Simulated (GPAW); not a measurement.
# Te2Mo (P6_3/mmc) in GPAW: notebook

Aim: see how the results for Te2Mo move with the level of theory and the settings. Levels: TPSS, LDA, PBE. Tasks: band structure, equation of state.

Everything below comes from runs of GPAW 26.7.0. Logs are shortened: lines on timing, memory, paths and dates and some standing lists are left out, and cuts for length are marked. The log counts tension as positive stress, the text compression.

**Measured values to compare with.**

From “Broadband infrared study of pressure-tunable Fano resonance and metallization transition in 2H-MoTe2”, 2022, pmc:9569381, for a bulk crystal of Te2Mo at 300 K: band gap 0.88 ± 0.05 eV (indirect).

The results are compared with them further down.

### 1 Starting point

Symmetry: P6_3/mmc, No. 194, hexagonal system. Conventional cell: a = 3.518 Å, b = 3.518 Å, c = 13.974 Å, α = 90.00°, β = 90.00°, γ = 120.00°. Te (site symmetry 3m) is surrounded by 3 Mo at 2.72 Å. Mo (site symmetry -6m2) is surrounded by 6 Te at 2.72 Å.

### 2 Band structure, TPSS, spin-orbit coupling, no magnetisation

run.py reads:

```python
import numpy as np
from ase.dft.bandgap import bandgap
from ase.io import read, write
from ase.units import GPa
from gpaw import GPAW, PW
from gpaw.spinorbit import soc_eigenstates

atoms = read('Te2Mo.cif')

calc = GPAW(mode=PW(600),
            xc='MGGA_X_TPSS+MGGA_C_TPSS',
            kpts={'size': (5, 5, 2), 'gamma': True},
            occupations={'name': 'fermi-dirac', 'width': 0.05},
            nbands=46,
            convergence={'density': 1e-05, 'energy': 1e-05},
            eigensolver='davidson',
            maxiter=150,
            txt='gpaw.txt')
atoms.calc = calc
energy = atoms.get_potential_energy()
forces = atoms.get_forces()
stress = atoms.get_stress()
calc.write('gs.gpw')
write('result.traj', atoms)
print(f'Energy: {energy:.6f} eV')
print('Forces (eV/A):')
print(forces.round(4))
print('Stress (GPa):', (stress / GPa).round(3))
print('Fermi level:', round(calc.get_fermi_level(), 4), 'eV')
print(f'Gap: {bandgap(calc)[0]:.4f} eV, direct: {bandgap(calc, direct=True)[0]:.4f} eV')

path = atoms.cell.bandpath('GMKGALHA,LM,KH', npoints=80, eps=1e-4)
bs_calc = calc.fixed_density(kpts=path, symmetry='off', nbands=73,
                             convergence={'bands': 'CBM+6.0', 'eigenstates': 1e-6}, txt='bands.txt')
bs = bs_calc.band_structure()
bs.write('bs.json')
print(f'Gap on the path: {bandgap(bs_calc)[0]:.4f} eV')

soc = soc_eigenstates(bs_calc, theta=0, phi=0, ignore_xc_potential=True)
np.savetxt('soc_bands.dat', soc.eigenvalues(), fmt='%.4f')
mesh = soc_eigenstates('gs.gpw', theta=0, phi=0, ignore_xc_potential=True)
np.savetxt('soc_mesh.dat', mesh.eigenvalues(), fmt='%.4f')
print('Fermi level with spin-orbit coupling:', round(mesh.fermi_level, 4), 'eV')
```

Te2Mo.cif reads:

```cif
data_Te2Mo
_cell_length_a 3.51820000
_cell_length_b 3.51820000
_cell_length_c 13.97360000
_cell_angle_alpha 90.00000000
_cell_angle_beta 90.00000000
_cell_angle_gamma 120.00000000
_space_group_name_H-M_alt 'P6_3/mmc'
_space_group_name_Hall '-P 6c 2c'
_space_group_IT_number 194
loop_
_space_group_symop_operation_xyz
'x,y,z'
'-x,-y,-z'
'x-y,x,z+1/2'
'-x+y,-x,-z+1/2'
'-y,x-y,z'
'y,-x+y,-z'
'-x,-y,z+1/2'
'x,y,-z+1/2'
'-x+y,-x,z'
'x-y,x,-z'
'y,-x+y,z+1/2'
'-y,x-y,-z+1/2'
'-y,-x,-z+1/2'
'y,x,z+1/2'
'-x,-x+y,-z'
'x,x-y,z'
'-x+y,y,-z+1/2'
'x-y,-y,z+1/2'
'y,x,-z'
'-y,-x,z'
'x,x-y,-z+1/2'
'-x,-x+y,z+1/2'
'x-y,-y,-z'
'-x+y,y,z'
loop_
_atom_site_label
_atom_site_type_symbol
_atom_site_symmetry_multiplicity
_atom_site_Wyckoff_symbol
_atom_site_fract_x
_atom_site_fract_y
_atom_site_fract_z
_atom_site_occupancy
Te1 Te 4 f 0.6666666667 0.3333333333 0.3790000000 1
Mo1 Mo 2 c 0.6666666667 0.3333333333 0.7500000000 1
```

Potentials or basis: GPAW PAW data sets (gpaw-data 1.2.1), pw.

Launch:

```bash
$ OMP_NUM_THREADS=1 python run.py
```

gpaw.txt:

```text
__  _  _
 | _ |_)|_||  |
 |__||  | ||/\| - 26.7.0

Input parameters:
  mode=PW(ecut=600.0),
  convergence={'density': 1e-05, 'energy': 1e-05},
  eigensolver=Davidson(niter=2),
  kpts=MonkhorstPack(size=(5, 5, 2), gamma=True),
  maxiter=150,
  nbands=46,
  occupations=Occupations(name='fermi-dirac', width=0.05),
  xc=XC(name='MGGA_X_TPSS+MGGA_C_TPSS')

Diagonalizing LCAO Hamiltonian
Converting LCAO to pw mode

        Te

           Mo

        Te

           Te

        Mo

           Te

Atoms  # Å, Bohr magnetons
|   | symbol |         x |        y |         z |    initial magnetic moments |
|---|--------|-----------|----------|-----------|-----------------------------|
| 0 |     Te |  1.759100 | 1.015617 |  5.295994 | ( 0.0000,  0.0000,  0.0000) |
| 1 |     Te | -0.000000 | 2.031234 |  8.677606 | ( 0.0000,  0.0000,  0.0000) |
| 2 |     Te |  0.000000 | 2.031234 | 12.282794 | ( 0.0000,  0.0000,  0.0000) |
| 3 |     Te |  1.759100 | 1.015617 |  1.690806 | ( 0.0000,  0.0000,  0.0000) |
| 4 |     Mo |  1.759100 | 1.015617 | 10.480200 | ( 0.0000,  0.0000,  0.0000) |
| 5 |     Mo | -0.000000 | 2.031234 |  3.493400 | ( 0.0000,  0.0000,  0.0000) |

Unit cell  # Å
| periodic |         x |        y |         z |   lengths |     angles |
|----------|-----------|----------|-----------|-----------|------------|
|      yes |  3.518200 | 0.000000 |  0.000000 |  3.518200 |  90.000000 |
|      yes | -1.759100 | 3.046851 |  0.000000 |  3.518200 |  90.000000 |
|      yes |  0.000000 | 0.000000 | 13.973600 | 13.973600 | 120.000000 |

Number of symmetries: 12
Symmetry operations  # r_c * U_cc + t_c -> r_c
|    | kind |            matrix            |
|----|------|------------------------------|
|  0 |  σ   |  1, 1, 0,  0,-1, 0,  0, 0, 1 |
|  1 |  S6  |  1, 1, 0, -1, 0, 0,  0, 0,-1 |
|  2 |  E   |  1, 0, 0,  0, 1, 0,  0, 0, 1 |
|  3 |  C2  |  1, 0, 0, -1,-1, 0,  0, 0,-1 |
|  4 |  C2  |  0, 1, 0,  1, 0, 0,  0, 0,-1 |
|  5 |  C3  |  0, 1, 0, -1,-1, 0,  0, 0, 1 |
|  6 |  S6  |  0,-1, 0,  1, 1, 0,  0, 0,-1 |
|  7 |  σ   |  0,-1, 0, -1, 0, 0,  0, 0, 1 |
|  8 |  σ   | -1, 0, 0,  1, 1, 0,  0, 0, 1 |
|  9 |  i   | -1, 0, 0,  0,-1, 0,  0, 0,-1 |
| 10 |  C3  | -1,-1, 0,  1, 0, 0,  0, 0, 1 |
| 11 |  C2  | -1,-1, 0,  0, 1, 0,  0, 0,-1 |

BZ-sampling:
  Number of BZ points: 50
  Number of IBZ points: 10

  Monkhorst-Pack size: [5, 5, 2]
  Monkhorst-Pack shift: [0.0, 0.0, 0.25]

K-points  # in reciprocal-cell coordinates
|   |                                coordinates |     weight |
|---|--------------------------------------------|------------|
| 0 | (  0.00000000,   0.00000000,   0.00000000) | 0.02000000 |
| 1 | (  0.00000000,   0.00000000,   0.50000000) | 0.02000000 |
| 2 | (  0.20000000,   0.00000000,   0.00000000) | 0.12000000 |
| 3 | (  0.20000000,   0.00000000,   0.50000000) | 0.12000000 |
| 4 | (  0.40000000,  -0.20000000,   0.00000000) | 0.12000000 |
| 5 | (  0.40000000,  -0.20000000,   0.50000000) | 0.12000000 |
| 6 | (  0.40000000,   0.00000000,   0.00000000) | 0.12000000 |
| 7 | (  0.40000000,   0.00000000,   0.50000000) | 0.12000000 |
| 8 | (  0.40000000,   0.40000000,   0.00000000) | 0.12000000 |
| 9 | (  0.40000000,   0.40000000,   0.50000000) | 0.12000000 |

Plane wave coefficients: 5024
Cutoff: 600.0 eV

Spin-components: 1 (collinear spins)
Bands:           46
Projectors:      32
Spin-degeneracy: 2
Datatype:        complex128

Parallelization:
  kpt:    1
  domain: 1
  band:   1

Density:
  Valence electrons: 52.0
  Components: 1
  Grid points: [20 20 80]
  Charge: 0.0  # |e|

Potential:
  Grid points: [20 20 80]

species:
  Te:
    name:    Tellurium
    Z:       52.0
    valence: 6
    core:    46
    charge:  0.0  # [|e|]
    compensation charges:
      type: gauss
      rc: 0.36  # [Å]
      lmax: 2
    cutoffs:
      filter: 2.09  # [Å]
      core: 3.17  # [Å]
    projectors
    | kind |    occ | energy [eV] | rcut [Å] |
    |------|--------|-------------|----------|
    |   5s |  2.000 |     -15.089 |    1.180 |
    |   5p |  4.000 |      -5.955 |    1.196 |
    |    s |        |      12.123 |    1.180 |
    |    p |        |      21.256 |    1.196 |
    |    d |        |       0.000 |    1.238 |

    Using partial waves for Te as LCAO basis

  Mo:
    name:    Molybdenum
    Z:       42.0
    valence: 14
    core:    28
    charge:  0.0  # [|e|]
    compensation charges:
      type: gauss
      rc: 0.38  # [Å]
      lmax: 2
    cutoffs:
      filter: 2.16  # [Å]
      core: 1.42  # [Å]
    projectors
    | kind |    occ | energy [eV] | rcut [Å] |
    |------|--------|-------------|----------|
    |   4s |  2.000 |     -64.307 |    1.238 |
    |   5s |  1.000 |      -4.084 |    1.238 |
    |   4p |  6.000 |     -38.491 |    1.296 |
    |   5p |  0.000 |      -1.044 |    1.296 |
    |   4d |  5.000 |      -3.754 |    1.296 |
    |    d |        |      23.458 |    1.296 |

    Using partial waves for Mo as LCAO basis

Reference energy: -959430.878998  # eV

eigensolver:
  Davidson
  Converge bands: occupied
  niter=2

density mixing:
  MSR1-Mixer
  Pratt-step length: 0.05
  Maximum mixing coefficient: 0.75
  Old densities: 10
  SVD Regularization: 0.005
  Good broyden scale: 1.0
  Trust region scale: 1.0
  Backstep threshold: 4.0
  History deletion threshold: 6.0
  Fourier metric: weight=20.0, sigma=0.015

occupation numbers:
  Fermi-Dirac:
    width: 0.0500  # eV

poisson solver:
  ecut: 4800.0  # eV

xc functional:
  name: MGGA_X_TPSS+MGGA_C_TPSS with 2 nearest neighbor stencil

convergence criteria:
[... 6 lines left out ...]
|iter     | |      energy | eigst |  dens |
|---------|-|-------------|-------|-------|
|iter:   1| |-405438.111382 | +8.29 |       |
|iter:   2| |  -74.329051 | +1.70 | -0.19 |
|iter:   3| |  -74.009411 | +0.52 | -0.78 |
|iter:   4| |  -71.732512 | -0.53 | -0.90 |
|iter:   5| |  -71.659872 | -1.48 | -1.29 |
|iter:   6| |  -71.805200 | -2.12 | -1.32 |
|iter:   7| |  -72.063558 | -2.10 | -1.53 |
|iter:   8| |  -72.113698 | -3.01 | -1.90 |
|iter:   9| |  -72.136903 | -3.44 | -2.06 |
|iter:  10| |  -72.140065 | -4.27 | -2.51 |
|iter:  11| |  -72.140490 | -5.13 | -2.79 |
|iter:  12| |  -72.139577 | -4.48 | -2.86 |
|iter:  13| |  -72.139376 | -5.45 | -3.10 |
|iter:  14| |  -72.139359c| -6.54 | -3.54 |
|iter:  15| |  -72.139353c| -6.83 | -3.78 |
|iter:  16| |  -72.139353c| -7.80c| -4.61 |
|iter:  17| |  -72.139353c| -8.73c| -5.15c|

Converged in 17 steps
Energy contributions relative to reference atoms: (reference = -959430.878998)

Energy contributions:
  Kinetic:          -5.826181
  Coulomb:          -2.620053
  Zero:              0.047340
  External:          0.000000
  Xc:              -63.740407
  Entropy:          -0.000105
  Spinorbit:         0.000000
  ----------------------------
  Free energy:     -72.139405
  Extrapolated:    -72.139353

dipole moment: (-0.000099, -0.000172, -0.000789)  # |e|*Ang

Fermi level: 8.395
Eigenvalues  # (at kpt = [0.000, 0.000, 0.000])
| band index |      eig [eV] | occ [0-2] |
|------------|---------------|-----------|
|          0 |       -53.484 |     2.000 |
|        ... |               |           |
|         18 |         6.249 |     2.000 |
|         19 |         7.007 |     2.000 |
|         20 |         7.054 |     2.000 |
|         21 |         7.054 |     2.000 |
|         22 |         7.090 |     2.000 |
|         23 |         7.090 |     2.000 |
[... 8 lines left out ...]
|         32 |        11.489 |     0.000 |
|         33 |        11.489 |     0.000 |
|        ... |               |           |
|         45 |        19.259 |     0.000 |

Gap: 0.680 eV
Transition (v -> c):
  (s=0, k=0, n=25, [0.00, 0.00, 0.00]) -> (s=0, k=4, n=26, [0.40, -0.20, 0.00])
Direct/indirect transitions are different
Direct gap: 1.276 eV
Transition at: (s=0, k=4, n=25, [0.40, -0.20, 0.00])

Forces  # eV/Ang
|        x |        y |        z |
|----------|----------|----------|
|  0.00000 |  0.00000 |  0.12575 |  # Te   0
| -0.00000 |  0.00000 | -0.12575 |  # Te   1
|  0.00000 |  0.00000 |  0.12588 |  # Te   2
|  0.00000 |  0.00000 | -0.12588 |  # Te   3
| -0.00000 | -0.00000 | -0.00002 |  # Mo   4
|  0.00000 | -0.00000 |  0.00002 |  # Mo   5

Stress tensor  # eV/Ang^3
|         x |         y |         z |
|-----------|-----------|-----------|
| -0.002612 |  0.000000 |  0.000000 |
|  0.000000 | -0.002612 |  0.000000 |
|  0.000000 |  0.000000 | -0.009748 |

# Writing to gs.gpw (mode='')
```

Run time: 15 min. Hardware: 1 thread of Arm Neoverse V1, shared host; peak memory 1.1 GiB.

Results:

- Free energy: -72.1394 eV
- Pressure: 0.8 GPa
- Largest force: 0.126 eV/Å
- Band gap on the k mesh: 0.66 eV, indirect (least direct gap 1.20 eV)
- Band gap along the path: 0.66 eV, indirect (least direct gap 0.95 eV)

Forces on the atoms (eV/Å):
```
Te   0.000  0.000  0.126
Te   0.000  0.000 -0.126
Te   0.000  0.000  0.126
Te   0.000  0.000 -0.126
Mo   0.000  0.000  0.000
Mo   0.000  0.000  0.000
```

Levels at the corners of the path, in eV from the valence-band top:
```tsv
point	band 49	band 50	band 51	band 52	band 53	band 54	band 55	band 56
Γ	-0.39	-0.39	0.00	0.00	2.52	2.53	2.66	2.66
M	-0.59	-0.59	-0.34	-0.34	1.20	1.20	1.26	1.26
K	-0.40	-0.40	-0.07	-0.07	0.88	0.88	0.91	0.91
Γ	-0.39	-0.39	0.00	0.00	2.52	2.53	2.66	2.66
A	-0.10	-0.10	-0.10	-0.10	2.57	2.57	2.57	2.57
L	-0.47	-0.47	-0.47	-0.47	1.23	1.23	1.23	1.23
H	-0.37	-0.37	-0.16	-0.16	0.89	0.89	0.93	0.93
A	-0.10	-0.10	-0.10	-0.10	2.57	2.57	2.57	2.57
L	-0.47	-0.47	-0.47	-0.47	1.23	1.23	1.23	1.23
M	-0.59	-0.59	-0.34	-0.34	1.20	1.20	1.26	1.26
K	-0.40	-0.40	-0.07	-0.07	0.88	0.88	0.91	0.91
H	-0.37	-0.37	-0.16	-0.16	0.89	0.89	0.93	0.93
```

Caveat: the k mesh is coarse; spin-orbit coupling was added after a scalar SCF, so levels and gaps hold it while energy, forces, pressure and moments don't; this program's spin-orbit splittings come out too wide for heavy elements; the PAW data sets were made with another functional, which shifts forces and pressure a little; this functional lacks dispersion, which binds the layers, so the pressure and a relaxed spacing across them are unreliable.

### 3 Equation of state, LDA

run.py reads:

```python
from ase.eos import EquationOfState
from ase.io import Trajectory, read
from ase.units import GPa
from gpaw import GPAW, PW, setup_paths

setup_paths.insert(0, '.')

atoms = read('Te2Mo.cif')

traj = Trajectory('eos.traj', 'w')
volumes, energies = [], []
for x in [0.94, 0.96, 0.98, 1.0, 1.02, 1.04, 1.06]:
    a = atoms.copy()
    a.set_cell(atoms.cell * x**(1 / 3), scale_atoms=True)
    calc = GPAW(mode=PW(600),
                xc='LDA',
                kpts={'size': (5, 5, 2), 'gamma': True},
                occupations={'name': 'fermi-dirac', 'width': 0.05},
                setups={'Mo': 'jth', 'Te': 'jth'},
                nbands=-20,
                convergence={'density': 1e-05, 'energy': 1e-05},
                maxiter=150,
                txt=f'eos-{x:.2f}.txt')
    a.calc = calc
    energies.append(a.get_potential_energy(force_consistent=True))
    volumes.append(a.get_volume())
    p = -a.get_stress()[:3].mean() / GPa
    calc.write(f'eos-{x:.2f}.gpw')
    traj.write(a)
    print(f'{x:.2f} {volumes[-1]:10.4f} A^3 {energies[-1]:14.6f} eV {p:9.3f} GPa', flush=True)

v0, e0, B = EquationOfState(volumes, energies, eos='birchmurnaghan').fit()
print(f'V0 = {v0:.4f} A^3, E0 = {e0:.6f} eV, B0 = {B / GPa:.2f} GPa')
```

Te2Mo.cif is that of step 2.

Potentials or basis: JTH PAW 2.0, LDA, pw.

Launch:

```bash
$ OMP_NUM_THREADS=1 python run.py
```

Wall time 5.6 min (1 thread of Arm Neoverse V1, shared host); peak memory 0.37 GiB.

The run converged. Its results:

* Equilibrium volume: 24.47 Å³/atom
* Bulk modulus at fixed shape and positions: 111 GPa
* Pressure derivative of the bulk modulus: 4.4

Energy against volume, from the lowest point:
| volume (Å³/atom) | energy (meV/atom) |
| --- | --- |
| 23.467 | 15.30 |
| 23.966 | 3.78 |
| 24.466 | 0.00 |
| 24.965 | 3.38 |
| 25.464 | 13.01 |
| 25.963 | 28.34 |
| 26.463 | 48.65 |

Caveat: the k mesh is coarse (spacing up to 0.41 Å⁻¹), so the values aren't converged; the program truncates these outside data sets; the cell was scaled at fixed shape and fractional positions, which overstates the stiffness of a crystal with free parameters, most of all of layers and chains. The run has no spin-orbit coupling, so splittings on Te are missing.

### 4 Equation of state, PBE

run.py: that of step 3 with these lines changed.

```diff
@@ -3,5 +3,3 @@
 from ase.units import GPa
-from gpaw import GPAW, PW, setup_paths
-
-setup_paths.insert(0, '.')
+from gpaw import GPAW, PW
 
@@ -15,6 +13,6 @@
     calc = GPAW(mode=PW(600),
-                xc='LDA',
+                xc='PBE',
                 kpts={'size': (5, 5, 2), 'gamma': True},
                 occupations={'name': 'fermi-dirac', 'width': 0.05},
-                setups={'Mo': 'jth', 'Te': 'jth'},
+                setups={'Mo': '6', 'Te': '16'},
                 nbands=-20,
```

Te2Mo.cif is that of step 3.

Potentials or basis: GPAW PAW data sets (gpaw-data 1.2.1), other valence, pw.

Launch:

```bash
$ OMP_NUM_THREADS=1 python run.py
```

It took 12 min on 1 thread of Arm Neoverse V1, shared host; peak memory 0.62 GiB.

Results (log left out):

```yaml
Equilibrium_volume: 25.62 Å³/atom
Bulk_modulus_at_fixed_shape_and_positions: 97 GPa
Pressure_derivative_of_the_bulk_modulus: "4.5 (rough: it moves with the points fitted)"
```

Energy against volume, from the lowest point:
```
volume (Å³/atom)  energy (meV/atom)
          23.467              63.65
          23.966              35.98
          24.466              16.69
          24.965               5.19
          25.464               0.00
          25.963               1.12
          26.463               7.75
```

Caveat: the k mesh is coarse (spacing up to 0.41 Å⁻¹), so the values aren't converged; the cell was scaled at fixed shape and fractional positions, which overstates the stiffness of a crystal with free parameters, most of all of layers and chains; this functional lacks dispersion, which binds the layers, so the pressure and a relaxed spacing across them are unreliable.

### 5 The runs side by side

| task | level | potentials or basis | spin | eigensolver | band path | band points | spin axis theta (degrees) | spin axis phi (degrees) | V0 of scaled cells (Å³/atom) | B0 (GPa) |
| --- | --- | --- | --- | --- | --- | --- | --- | --- | --- | --- |
| band structure | TPSS | GPAW PAW data sets (gpaw-data 1.2.1), pw | SOC, no magnetisation | davidson | GMKGALHA,LM,KH | 80 | 0 | 0 | - | - |
| equation of state | LDA | JTH PAW 2.0, LDA, pw | off | - | - | - | - | - | 24.47 | 111 |
| equation of state | PBE | GPAW PAW data sets (gpaw-data 1.2.1), other valence, pw | off | - | - | - | - | - | 25.62 | 97 |

Alike in all rows: cell as given; k mesh 5 × 5 × 2; cutoff (eV) 600; smearing fermi-dirac 0.05 eV; the mesh is coarse, so values aren't converged.

Caveats: some runs use coarse meshes; this functional lacks dispersion, which binds the layers, so the pressure and a relaxed spacing across them are unreliable (some runs); the cell was scaled at fixed shape and fractional positions, which overstates the stiffness of a crystal with free parameters, most of all of layers and chains (some runs); spin-orbit coupling was added after a scalar SCF, so levels and gaps hold it while energy, forces, pressure and moments don't (some runs); this program's spin-orbit splittings come out too wide for heavy elements (some runs); the PAW data sets were made with another functional, which shifts forces and pressure a little (some runs); the program truncates these outside data sets (some runs).

Total energies depend on the potentials used, so only differences within one code and one set of settings carry meaning.

### 6 How close it comes

Step 2. Against the measured gap of Te2Mo, 0.88 eV (indirect; 300 K; quoted in “Broadband infrared study of pressure-tunable Fano resonance and metallization transition in 2H-MoTe2”, 2022, pmc:9569381), the calculated 0.66 eV is off by -0.22 eV. The value is that of TPSS, without temperature or zero-point motion.
